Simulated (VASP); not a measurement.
Set up this calculation in VASP 6.6.1, as the native input.

```yaml
Task: work function
Functional: PBE
Potentials_or_basis: VASP PAW PBE potentials, release 64 (Nb_sv)
Cutoff: 520 eV
k_mesh: 8 × 8 × 1
Occupations: fermi-dirac, width 0.05 eV
Spin: no spin polarisation
Dipole_correction: yes
Further_INCAR_settings: ALGO = Fast; EDIFF = 1e-06; EFIELD = -0.1
```

The structure of Nb lies in POSCAR:

```
Nb
1.0
    3.3279000000      0.0000000000      0.0000000000
    0.0000000000      3.3279000000      0.0000000000
    0.0000000000      0.0000000000     24.9837000000
Nb
7
Direct
    0.5000000000      0.5000000000      0.3001957276
    0.0000000000      0.0000000000      0.3667971517
    0.5000000000      0.5000000000      0.4333985759
    0.0000000000      0.0000000000      0.5000000000
    0.5000000000      0.5000000000      0.5666014241
    0.0000000000      0.0000000000      0.6332028483
    0.5000000000      0.5000000000      0.6998042724
```

The slab is cut from a database's or a generator's crystal, which needn't be the stable form of the element.

One way to write it, as run:

INCAR

```
SYSTEM = Nb
PREC = Accurate
ENCUT = 520
EDIFF = 1E-6
ISMEAR = -1
SIGMA = 0.05
LREAL = .False.
LASPH = .True.
NELM = 100
ALGO = Fast
ISIF = 2
LWAVE = .False.
LCHARG = .False.
LDIPOL = .True.
IDIPOL = 3
DIPOL = 0.5 0.5 0.500
GGA = PE
EFIELD = -0.1
LVHAR = .True.
LVACPOTAV = .True.
```

KPOINTS

```
Automatic mesh
0
Gamma
  8 8 1
  0 0 0
```

Potentials or basis: VASP PAW PBE potentials, release 64 (Nb_sv).

Command:

```bash
$ cat potpaw_PBE.64/Nb_sv/POTCAR > POTCAR
$ mpirun -np 1 vasp_std > vasp.out
```

It gave:

```yaml
Largest_force: 1.187 eV/Å
Band_gap_on_the_k_mesh: none (metal or under the smearing width)
```

It took 16 min on 1 thread of AMD EPYC 9R45 96-Core Processor (Zen 5), with other jobs on the host, peak memory 0.43 GiB.
